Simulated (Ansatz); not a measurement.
# AlGaN2: the cell at several levels of theory

How does the equilibrium cell of AlGaN2 as one 4-atom ordering (P4/mmm) on the rocksalt lattice depend on the functional? It is relaxed with PBE and r2SCAN. This is a trial cell built on a prototype, not taken from a measured structure, and it needn't be the compound's ground state.

Program: Ansatz 0.2.0. PAW datasets, plane waves, zero pressure. No spin polarisation and no zero-point or thermal motion; the cell was built from a prototype and may be hypothetical.

## Step 1: The cell

This is the cell as the run starts from it, not yet at rest; its lengths are not the crystal's.

Space group P4/mmm (No. 123), tetragonal; conventional cell a = 2.732 Å, c = 3.863 Å, 7.21 Å³ an atom. Near Al stand 6 N at 1.93 Å; near N stand 4 Ga at 1.93 Å and 2 Al at 1.93 Å; near Ga stand 6 N at 1.93 Å; near N stand 4 Al at 1.93 Å and 2 Ga at 1.93 Å.

Structure file:

```cif
data_structure
_symmetry_space_group_name_H-M 'P 1'
_symmetry_Int_Tables_number 1
_cell_length_a 2.7318
_cell_length_b 2.7318
_cell_length_c 3.8633
_cell_angle_alpha 90.000
_cell_angle_beta 90.000
_cell_angle_gamma 90.000
_cell_volume 28.83
loop_
_atom_site_label
_atom_site_type_symbol
_atom_site_fract_x
_atom_site_fract_y
_atom_site_fract_z
_atom_site_occupancy
Al1 Al 0.00000 0.00000 0.00000 1
N1 N 0.00000 0.00000 0.50000 1
Ga1 Ga 0.50000 0.50000 0.50000 1
N2 N 0.50000 0.50000 0.00000 1
```

## Step 2: Relaxation with PBE

input.yaml

```yaml
crystal:
  lattice:
    - [2.7317953262, 0.0, 0.0]
    - [0.0, 2.7317953262, 0.0]
    - [0.0, 0.0, 3.863342]
  atoms:
    - { symbol: Al, position: [0.0, 0.0, 0.0] }
    - { symbol: "N", position: [0.0, 0.0, 0.5] }
    - { symbol: Ga, position: [0.5, 0.5, 0.5] }
    - { symbol: "N", position: [0.5, 0.5, 0.0] }
kpoints:
  mp_grid: { grid: [8, 8, 6] }
hamiltonian:
  xc: pbe
scf:
  occupations: { method: fermi_dirac, width: 0.02 }
relax:
  f_tol: 0.005
  cell: {}
```

Launch:

```bash
> ansatz run input.yaml --threads 2 --pin off --max-ram 2211MiB --backend cpu --events-out ev --progress --plain --runs-dir out
```

The runs that follow: Relaxation with r2SCAN.

Before running it: what results should come out? Wanted: for each run, a; c; volume; space group; SCF geometries.

The runs gave:

| level | a (Å) | c (Å) | volume (Å³/atom) | space group | SCF geometries |
| --- | --- | --- | --- | --- | --- |
| PBE | 2.952 | 4.178 | 9.100 | P4/mmm | 10 |
| r2SCAN | 2.923 | 4.137 | 8.834 | P4/mmm | 5 |

What this shows: The first relaxation changed the volume by +26.3 % from the start. r2SCAN gives the smallest cell and PBE the largest; they differ by 3.0 % in volume, a mean of 1.0 % in length.
